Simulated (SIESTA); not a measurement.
Runs of SIESTA 5.4.2 on HfB2. Symmetry: P6/mmm, No. 191, hexagonal system. Conventional cell: a = 3.140 Å, b = 3.140 Å, c = 3.480 Å, α = 90.00°, β = 90.00°, γ = 120.00°. Hf (site symmetry 6/mmm) is surrounded by 12 B at 2.51 Å. B (site symmetry -6m2) is surrounded by 3 B at 1.81 Å. 

```csv
task,level,potentials or basis,cell,k mesh,displacement,polarization grid,optimiser,force tolerance,broadening (eV),grid cutoff,energy shift,gap on the mesh (eV),pressure (GPa),V0 of scaled cells (Å³/atom),B0 (GPa)
equation of state,PBE,"PseudoDojo 0.4 standard (PBE files), DZP (energy shift 0.002 Ry)",as given,10 × 10 × 8,-,-,-,-,-,800 Ry,0.002 Ry,-,-,10.01,(a)
electrostatic potential,vdW-DF,"PseudoDojo 0.4 standard (PBE files), SZP (energy shift 0.005 Ry)",as given,10 × 10 × 8,-,-,-,-,-,800 Ry,0.005 Ry,none,10.8,-,-
single point,PBE,"PseudoDojo 0.4 standard (PBE files), DZP (energy shift 0.002 Ry)",as given,10 × 10 × 8,-,-,-,-,-,800 Ry,0.002 Ry,none,(b),-,-
equation of state,PBEsol,"PseudoDojo 0.4 standard (PBEsol files), DZP (energy shift 0.003 Ry; two zetas on semicore shells)",as given,10 × 10 × 8,-,-,-,-,-,800 Ry,0.003 Ry,-,-,9.79,(c)
relaxation of cell and atoms,PBE,"PseudoDojo 0.4 standard (PBE files), TZDP (energy shift 0.002 Ry)",relaxed,10 × 10 × 8,-,-,CG,0.02 eV/Å,-,800 Ry,0.002 Ry,none,0.0,-,-
optical spectrum,optB88-vdW,"PseudoDojo 0.4 standard (PBE files), DZ (energy shift 0.01 Ry)",as given,10 × 10 × 8,-,-,-,-,0.1 eV,800 Ry,0.01 Ry,none,1.5,-,-
single point,PW91+D4,"PseudoDojo 0.4 standard (PBE files), DZP (energy shift 0.02 Ry)",as given,10 × 10 × 8,-,-,-,-,-,800 Ry,0.02 Ry,none,-4.9,-,-
```

Alike in all rows: no spin polarisation; smearing fermi-dirac 0.05 eV.

**Question.** Estimate the missing entries.

**Answer.** (a) 254; (b) 2.7; (c) 264.

Caveats: the basis of atomic orbitals isn't converged, which shifts pressures, moduli and gaps; semicore shells carry a single zeta, which can move pressures by several GPa and volumes by a few percent (some runs); the potentials were made for another functional, which shifts forces and pressure (some runs); the cell was scaled at fixed shape and fractional positions, which overstates the stiffness of a crystal with free parameters, most of all of layers and chains (some runs); short orbitals over semicore shells can move pressures by several GPa (some runs); the basis has no polarisation orbitals (some runs); the basis holds too few empty states to meet the f-sum rule, so the spectrum is short of weight at high energy (some runs).

A k mesh can miss the band edges, and the runs leave out spin-orbit coupling on Hf.

A gap of «none» marks a metal or a gap under the smearing width.

Not every run made on this cell is shown here.
